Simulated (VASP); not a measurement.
# NiO (F-43m) in VASP: equation of state

Aim: energy against volume of NiO in PBE, for its equilibrium volume and stiffness.

Everything below comes from runs of VASP 6.6.1. Logs are shortened: lines on timing, memory, paths and dates and some standing lists are left out, and cuts for length are marked.

**1. The structure**

It takes space group F-43m (No. 216, cubic). The conventional cell has a = 4.124 Å, b = 4.124 Å, c = 4.124 Å, α = 90.00°, β = 90.00°, γ = 90.00°. Ni (site symmetry -43m) has 4 O at 1.79 Å as nearest neighbours. Around O (site symmetry -43m) lie 4 Ni at 1.79 Å.

The cell was built by a generator and needn't be a form met in nature.

**2. Equation of state, PBE, collinear spin, ferromagnetic start, 8.24 Å³/atom (volume scaled by 0.94)**

The input, INCAR:

```
  PREC = Accurate
  ENCUT = 520
  EDIFF = 1E-7
  ISMEAR = -1
  SIGMA = 0.05
  LREAL = False
  LASPH = True
  NELM = 150
  ALGO = Normal
  ISIF = 2
  LWAVE = False
  LCHARG = False
  ISPIN = 2
  MAGMOM = 1 0
  LORBIT = 11
  LMAXMIX = 4
  GGA = PE
  NBANDS = 19
```

The input, KPOINTS:

```
regular mesh
0
Gamma
  11 11 11
```

The input, POSCAR:

```
NiO
1.0
    0.0000000000      2.0200739478      2.0200739478
    2.0200739478      0.0000000000      2.0200739478
    2.0200739478      2.0200739478      0.0000000000
Ni O
1 1
Direct
    0.0000000000      0.0000000000      0.0000000000
    0.7500000000      0.7500000000      0.7500000000
```

Potentials or basis: VASP PAW PBE potentials, release 64 (Ni, O).

Started as:

```console
$ cat potpaw_PBE.64/Ni/POTCAR potpaw_PBE.64/O/POTCAR > POTCAR
$ mpirun -np 1 vasp_std > vasp.out
```

OUTCAR:

```text
PREC = Accurate
   ENCUT = 520
   EDIFF = 1E-7
   ISMEAR = -1
   LREAL = False
   LASPH = True
   NELM = 150
   ISIF = 2
   ISPIN = 2
   LORBIT = 11
   GGA = PE

 Found     56 irreducible k-points:

 Following reciprocal coordinates:
            Coordinates               Weight
  0.000000  0.000000  0.000000      1.000000
  0.090909  0.000000  0.000000      8.000000
  0.181818  0.000000  0.000000      8.000000
  0.272727  0.000000  0.000000      8.000000
  0.363636  0.000000  0.000000      8.000000
  0.454545  0.000000  0.000000      8.000000
   k-points           NKPTS =     56   k-points in BZ     NKDIM =     56   number of bands    NBANDS=     19
   number of dos      NEDOS =    301   number of ions     NIONS =      2
   total plane-waves  NPLWV =  13824
   dimension x,y,z NGX =    24 NGY =   24 NGZ =   24
   dimension x,y,z NGXF=    48 NGYF=   48 NGZF=   48
   ions per type =               1   1
   NGX,Y,Z   is equivalent  to a cutoff of  13.97, 13.97, 13.97 a.u.
   NGXF,Y,Z  is equivalent  to a cutoff of  27.93, 27.93, 27.93 a.u.
 SYSTEM =  unknown system
   PREC   = accura    normal or accurate (medium, high low for compatibility)
   ISTART =      0    job   : 0-new  1-cont  2-samecut
   ICHARG =      2    charge: 1-file 2-atom 10-const
   ISPIN  =      2    spin polarized calculation?
   LNONCOLLINEAR =      F non collinear calculations
   LSORBIT =      F    spin-orbit coupling
   LASPH  =      T    aspherical Exc in radial PAW
   ENCUT  =  520.0 eV  38.22 Ry    6.18 a.u.   5.31  5.31  5.31*2*pi/ulx,y,z
   NELM   =    150;   NELMIN=  2; NELMDL= -5     # of ELM steps
   EDIFF  = 0.1E-06   stopping-criterion for ELM
   LREAL  =      F    real-space projection
   EDIFFG = 0.1E-05   stopping-criterion for IOM
   NSW    =      0    number of steps for IOM
   IBRION =     -1    ionic relax: 0-MD 1-quasi-New 2-CG
   NFREE  =      0    steps in history (QN), initial steepest desc. (CG)
   ISIF   =      2    stress and relaxation
   ISYM   =      2    0-nonsym 1-usesym 2-fastsym
   POTIM  = 0.5000    time-step for ionic-motion
   TEBEG  =    0.0;   TEEND  =   0.0 temperature during run
   PSTRESS=    0.0 pullay stress
   NELECT =      16.0000    total number of electrons
   NUPDOWN=      -1.0000    fix difference up-down
   EMIN   =  10.00;   EMAX   =-10.00  energy-range for DOS
   EFERMI =   0.00;   METHOD = LEGACY
   ISMEAR =    -1;   SIGMA  =   0.05  broadening in eV -4-tet -1-fermi 0-gaus
   EFERMI_NEDOS =   21; number of points for ismear=-14 and -15
   IALGO  =     38    algorithm
   IMIX   =      4    mixing-type and parameters
     AMIX     =   0.40;   BMIX     =  1.00
     AMIX_MAG =   1.60;   BMIX_MAG =  1.00
  volume/ion in A,a.u.               =       8.24        55.63
  Fermi-wavevector in a.u.,A,eV,Ry     =   1.620830  3.062925 35.743743  2.627091
  Thomas-Fermi vector in A             =   2.714705
   LORBIT       =     11    0 simple, 1 ext, 2 COOP (PROOUT), +10 PAW based schemes
   GGA     = PE    functional components
   LHFCALC =     F    Hartree Fock is set to
   AEXX    =    0.0000 exact exchange contribution
   IVDW    =     0    specifies the selected vdW correction
   LEPSILON=     F    determine dielectric tensor
   LRPA    =     F    only Hartree local field effects (RPA)
 spin polarized calculation
  energy-cutoff  :      520.00
  volume of cell :       16.49
 maximum number of plane-waves:       459
 NGX is ok and might be reduce to    24
   NGX = 11   NGY = 11   NGZ = 11

 number of electron      16.0000005 magnetization       0.6698709

 Free energy of the ion-electron system (eV)
  ---------------------------------------------------
  ext. energy  EPLUGINS =         0.00000000
  ---------------------------------------------------
  free energy    TOTEN  =       -10.35879691 eV

  energy without entropy =      -10.34043661  energy(sigma->0) =      -10.34961676

 E-fermi :  10.0668     XC(G=0): -13.0536

 val. band max:       10.0650587795   @ k =  -0.2727   0.4545   0.1818
 cond. band min:      10.0782747954   @ k =   0.4545   0.0000   0.0000
 fundamental gap:      0.0132160159
 Fermi energy:        10.0668045338

 spin component 1

 k-point     1 :       0.0000    0.0000    0.0000
  band No.  band energies     occupation
      1     -12.7950      1.00000
      2       1.8552      1.00000
      3       1.8552      1.00000
      4       1.8552      1.00000
      5       7.2856      1.00000
      6       7.2856      1.00000
      7      11.0334      0.00000
      8      11.3484      0.00000
      9      11.3484      0.00000
     10      11.3484      0.00000
     11      26.6369      0.00000
     12      26.6369      0.00000
     13      26.6369      0.00000
     14      33.4406      0.00000
     15      33.9211      0.00000
     16      33.9211      0.00000
     17      33.9211      0.00000
     18      36.6836      0.00000
     19      36.6836      0.00000

 k-point     2 :       0.0909    0.0000    0.0000
  band No.  band energies     occupation
      1     -12.7057      1.00000
      2       1.6823      1.00000
      3       1.8979      1.00000
      4       1.8979      1.00000
      5       7.2596      1.00000
      6       7.2596      1.00000
      7      10.8472      0.00000
      8      11.2802      0.00000
      9      11.2802      0.00000
     10      11.6977      0.00000
     11      25.5955      0.00000
     12      26.7732      0.00000
     13      26.7732      0.00000
     14      32.4366      0.00000
     15      33.0639      0.00000
     16      33.0639      0.00000
     17      36.1999      0.00000
     18      38.0250      0.00000
     19      38.0250      0.00000

 k-point     3 :       0.1818    0.0000    0.0000
  band No.  band energies     occupation
      1     -12.4626      1.00000
      2       1.2854      1.00000
      3       2.0082      1.00000
      4       2.0082      1.00000
      5       7.2183      1.00000
      6       7.2183      1.00000
      7      10.1588      0.13707
      8      11.0750      0.00000
      9      11.0750      0.00000
     10      12.7939      0.00000
     11      23.5641      0.00000
     12      26.9586      0.00000
     13      26.9586      0.00000
     14      31.8930      0.00000
     15      32.3110      0.00000
     16      32.3110      0.00000
     17      39.4677      0.00000
     18      40.3483      0.00000
     19      40.3483      0.00000

 k-point     4 :       0.2727    0.0000    0.0000
  band No.  band energies     occupation
      1     -12.1325      1.00000
      2       0.8829      1.00000
      3       2.1402      1.00000
      4       2.1402      1.00000
      5       7.2381      1.00000
      6       7.2381      1.00000
      7       9.2090      1.00000
      8      10.7479      0.00000
      9      10.7479      0.00000
     10      14.2746      0.00000
     11      21.6230      0.00000
     12      26.7783      0.00000
     13      26.7783      0.00000
     14      31.5435      0.00000
     15      32.7492      0.00000
     16      32.7492      0.00000
     17      42.4657      0.00000
     18      42.4657      0.00000
     19      42.4916      0.00000

 k-point     5 :       0.3636    0.0000    0.0000
  band No.  band energies     occupation
      1     -11.8170      1.00000
      2       0.6115      1.00000
      3       2.2459      1.00000
      4       2.2459      1.00000
      5       7.3567      1.00000
      6       7.3567      1.00000
      7       8.2936      1.00000
      8      10.3650      0.00257
      9      10.3650      0.00256
     10      15.7991      0.00000
     11      20.0778      0.00000
     12      26.3504      0.00000
     13      26.3504      0.00000
     14      31.2894      0.00000
     15      34.2237      0.00000
     16      34.2237      0.00000
     17      42.6962      0.00000
     18      42.6962      0.00000
     19      42.9410      0.00000

 k-point     6 :       0.4545    0.0000    0.0000
  band No.  band energies     occupation
      1     -11.6237      1.00000
      2       0.4934      1.00000
      3       2.3002      1.00000
      4       2.3002      1.00000
      5       7.4955      1.00000
      6       7.4955      1.00000
      7       7.7245      1.00000
      8      10.0783      0.44290
      9      10.0783      0.44288
     10      17.0246      0.00000
     11      18.9756      0.00000
     12      26.0515      0.00000
     13      26.0515      0.00000
     14      31.1395      0.00000
     15      35.9077      0.00000
     16      35.9077      0.00000
     17      41.1520      0.00000
     18      41.1520      0.00000
     19      42.2421      0.00000

 [... further k-points ...]

 spin component 2

 k-point     1 :       0.0000    0.0000    0.0000
  band No.  band energies     occupation
      1     -12.5933      1.00000
      2       2.1900      1.00000
      3       2.1900      1.00000
      4       2.1900      1.00000
      5       7.7063      1.00000
      6       7.7063      1.00000
      7      11.1443      0.00000
      8      11.9180      0.00000
      9      11.9180      0.00000
     10      11.9180      0.00000
     11      26.7287      0.00000
     12      26.7287      0.00000
     13      26.7287      0.00000
     14      33.4533      0.00000
     15      34.0448      0.00000
     16      34.0449      0.00000
     17      34.0449      0.00000
     18      36.8099      0.00000
     19      36.8099      0.00000

 k-point     2 :       0.0909    0.0000    0.0000
  band No.  band energies     occupation
      1     -12.5025      1.00000
      2       2.0009      1.00000
      3       2.2312      1.00000
      4       2.2312      1.00000
      5       7.6813      1.00000
      6       7.6813      1.00000
      7      11.2524      0.00000
      8      11.8491      0.00000
      9      11.8491      0.00000
     10      11.9846      0.00000
     11      25.6839      0.00000
     12      26.8686      0.00000
     13      26.8686      0.00000
     14      32.5093      0.00000
     15      33.1879      0.00000
     16      33.1879      0.00000
     17      36.2735      0.00000
     18      38.1494      0.00000
     19      38.1494      0.00000

 k-point     3 :       0.1818    0.0000    0.0000
  band No.  band energies     occupation
      1     -12.2550      1.00000
      2       1.5661      1.00000
      3       2.3367      1.00000
      4       2.3367      1.00000
      5       7.6440      1.00000
      6       7.6440      1.00000
      7      10.7093      0.00000
      8      11.6408      0.00000
      9      11.6408      0.00000
     10      12.9604      0.00000
     11      23.6509      0.00000
     12      27.0653      0.00000
     13      27.0653      0.00000
     14      31.9883      0.00000
     15      32.4314      0.00000
     16      32.4314      0.00000
     17      39.5396      0.00000
     18      40.4716      0.00000
     19      40.4716      0.00000

 k-point     4 :       0.2727    0.0000    0.0000
  band No.  band energies     occupation
      1     -11.9182      1.00000
      2       1.1195      1.00000
      3       2.4614      1.00000
      4       2.4614      1.00000
      5       7.6729      1.00000
      6       7.6729      1.00000
      7       9.7850      0.99645
      8      11.3067      0.00000
      9      11.3067      0.00000
     10      14.4392      0.00000
     11      21.7186      0.00000
     12      26.8995      0.00000
     13      26.8995      0.00000
     14      31.6542      0.00000
     15      32.8656      0.00000
     16      32.8656      0.00000
     17      42.5910      0.00000
     18      42.5931      0.00000
     19      42.5931      0.00000

 k-point     5 :       0.3636    0.0000    0.0000
  band No.  band energies     occupation
      1     -11.5956      1.00000
      2       0.8069      1.00000
      3       2.5593      1.00000
      4       2.5593      1.00000
      5       7.8041      1.00000
      6       7.8041      1.00000
      7       8.8847      1.00000
      8      10.9133      0.00000
      9      10.9133      0.00000
     10      15.9586      0.00000
     11      20.1997      0.00000
     12      26.4812      0.00000
     13      26.4812      0.00000
     14      31.4056      0.00000
     15      34.3437      0.00000
     16      34.3437      0.00000
     17      42.8248      0.00000
     18      42.8248      0.00000
     19      43.0975      0.00000

 k-point     6 :       0.4545    0.0000    0.0000
  band No.  band energies     occupation
      1     -11.3975      1.00000
      2       0.6619      1.00000
      3       2.6086      1.00000
      4       2.6086      1.00000
      5       7.9532      1.00000
      6       7.9532      1.00000
      7       8.3265      1.00000
      8      10.6177      0.00002
      9      10.6177      0.00002
     10      17.1478      0.00000
     11      19.1499      0.00000
     12      26.1868      0.00000
     13      26.1868      0.00000
     14      31.2549      0.00000
     15      36.0386      0.00000
     16      36.0386      0.00000
     17      41.2644      0.00000
     18      41.2644      0.00000
     19      42.4023      0.00000

 [... further k-points ...]

------------------------ aborting loop because EDIFF is reached ----------------------------------------

  FORCE on cell =-STRESS in cart. coord.  units (eV):
  Direction    XX          YY          ZZ          XY          YZ          ZX
  --------------------------------------------------------------------------------------
  -------------------------------------------------------------------------------------
  Total        8.9905067      8.9905067      8.9905067      0.0000000     -0.0000000      0.0000000
  in kB      873.7012435    873.7012435    873.7012435      0.0000000     -0.0000000      0.0000000
  external PRESSURE =     873.7012435 kB  Pullay stress =       0.0000000 kB

 VOLUME and BASIS-vectors are now :
 -----------------------------------------------------------------------------
  energy-cutoff  :      520.00
  volume of cell :       16.49
      direct lattice vectors                 reciprocal lattice vectors
     0.000000000  2.020073948  2.020073948    -0.247515691  0.247515691  0.247515691
     2.020073948  0.000000000  2.020073948     0.247515691 -0.247515691  0.247515691
     2.020073948  2.020073948  0.000000000     0.247515691  0.247515691 -0.247515691

 POSITION                                       TOTAL-FORCE (eV/Angst)
 -----------------------------------------------------------------------------------
      0.00000      0.00000      0.00000         0.000000      0.000000      0.000000
      3.03011      3.03011      3.03011        -0.000000     -0.000000     -0.000000
 -----------------------------------------------------------------------------------
    total drift:                                0.000000      0.000000      0.000000

  FREE ENERGIE OF THE ION-ELECTRON SYSTEM (eV)
  ---------------------------------------------------
  free  energy   TOTEN  =       -10.3587969094 eV

  energy  without entropy=      -10.3404366091  energy(sigma->0) =      -10.34961676

 total charge

# of ion       s       p       d       tot
------------------------------------------
    1        0.527   0.870   8.573   9.971
    2        1.571   3.567   0.000   5.138
--------------------------------------------------
tot          2.099   4.437   8.573  15.109

 magnetization (x)

# of ion       s       p       d       tot
------------------------------------------
    1        0.000   0.029   0.501   0.531
    2        0.006   0.118   0.000   0.124
--------------------------------------------------
tot          0.006   0.147   0.501   0.655
```

It took 1.8 min on 1 thread of Intel Xeon Platinum 8375C at 2.90GHz (Ice Lake), shared host; peak memory 0.17 GiB.

What came out:

```yaml
Free_energy: -10.3588 eV
Pressure: 87.4 GPa
Band_gap_on_the_k_mesh: none (metal or under the smearing width)
Net_moment: 0.67 μB per cell
Site_moments: Ni +0.53; O +0.12 μB
Valence_electrons_inside_the_program's_atomic_spheres: Ni 9.97; O 5.14
```

Caveat: the cell as given lies far from equilibrium; a cell with one magnetic atom can't hold antiferromagnetic order, which such compounds often take; semilocal functionals often make such compounds metallic where correlation or magnetic order opens a gap, which also shifts bond lengths.

**3. Equation of state, PBE, collinear spin, ferromagnetic start, 8.42 Å³/atom (volume scaled by 0.96)**

The input, INCAR:

```
PREC = Accurate ; ENCUT = 520
EDIFF = 1E-7 ; ISMEAR = -1
SIGMA = 0.05 ; LREAL = F
LASPH = T ; NELM = 100
ALGO = Normal ; ISIF = 2
LWAVE = F ; LCHARG = F
ISPIN = 2 ; MAGMOM = 1 0
LORBIT = 11 ; LMAXMIX = 4
GGA = PE ; NBANDS = 19
```

KPOINTS is that of step 2.

The input, POSCAR:

```
NiO
1.0
    0.0000000000      2.0343002894      2.0343002894
    2.0343002894      0.0000000000      2.0343002894
    2.0343002894      2.0343002894      0.0000000000
Ni O
1 1
Direct
    0.0000000000      0.0000000000      0.0000000000
    0.7500000000      0.7500000000      0.7500000000
```

Potentials or basis: VASP PAW PBE potentials, release 64 (Ni, O).

Started as:

```console
$ cat potpaw_PBE.64/Ni/POTCAR potpaw_PBE.64/O/POTCAR > POTCAR
$ mpirun -np 1 vasp_std > vasp.out
```

Wall time 57 s (1 thread of Intel Xeon Platinum 8375C at 2.90GHz (Ice Lake), shared host); peak memory 0.16 GiB.

It converged, with:

```
Free energy                                           : -10.5398 eV
Pressure                                              : 77.6 GPa
Band gap on the k mesh                                : none (metal or under the smearing width)
Net moment                                            : 0.83 μB per cell
Site moments                                          : Ni +0.66; O +0.15 μB
Valence electrons inside the program's atomic spheres : Ni 9.89; O 5.12
```

Caveat: the cell as given lies far from equilibrium; a cell with one magnetic atom can't hold antiferromagnetic order, which such compounds often take; semilocal functionals often make such compounds metallic where correlation or magnetic order opens a gap, which also shifts bond lengths.

**4. Equation of state, PBE, collinear spin, ferromagnetic start, 8.59 Å³/atom (volume scaled by 0.98)**

The input, INCAR:

```
ALGO = Normal
EDIFF = 1E-7
ENCUT = 520
GGA = PE
ISIF = 2
ISMEAR = -1
ISPIN = 2
LASPH = T
LCHARG = F
LMAXMIX = 4
LORBIT = 11
LREAL = F
LWAVE = F
MAGMOM = 1 0
NBANDS = 19
NELM = 150
PREC = Accurate
SIGMA = 0.05
```

The input, KPOINTS:

```
k-points
0
Gamma
  11 11 11
```

The input, POSCAR:

```
NiO
1.0
    0.0000000000      2.0483303900      2.0483303900
    2.0483303900      0.0000000000      2.0483303900
    2.0483303900      2.0483303900      0.0000000000
Ni O
1 1
Direct
    0.0000000000      0.0000000000      0.0000000000
    0.7500000000      0.7500000000      0.7500000000
```

Started as:

```console
$ cat potpaw_PBE.64/Ni/POTCAR potpaw_PBE.64/O/POTCAR > POTCAR
$ mpirun -np 1 vasp_std > vasp.out
```

Wall time 48 s (1 thread of Intel Xeon Platinum 8375C at 2.90GHz (Ice Lake), shared host); peak memory 0.16 GiB.

The run converged. Its results:

| Quantity | Value |
| --- | --- |
| Free energy | -10.7003 eV |
| Pressure | 68.7 GPa |
| Band gap on the k mesh | none (metal or under the smearing width) |
| Net moment | 0.92 μB per cell |
| Site moments | Ni +0.73; O +0.17 μB |
| Valence electrons inside the program's atomic spheres | Ni 9.82; O 5.11 |

Caveat: the cell as given lies far from equilibrium; a cell with one magnetic atom can't hold antiferromagnetic order, which such compounds often take; semilocal functionals often make such compounds metallic where correlation or magnetic order opens a gap, which also shifts bond lengths.

(Continued in part 2 of 2.)
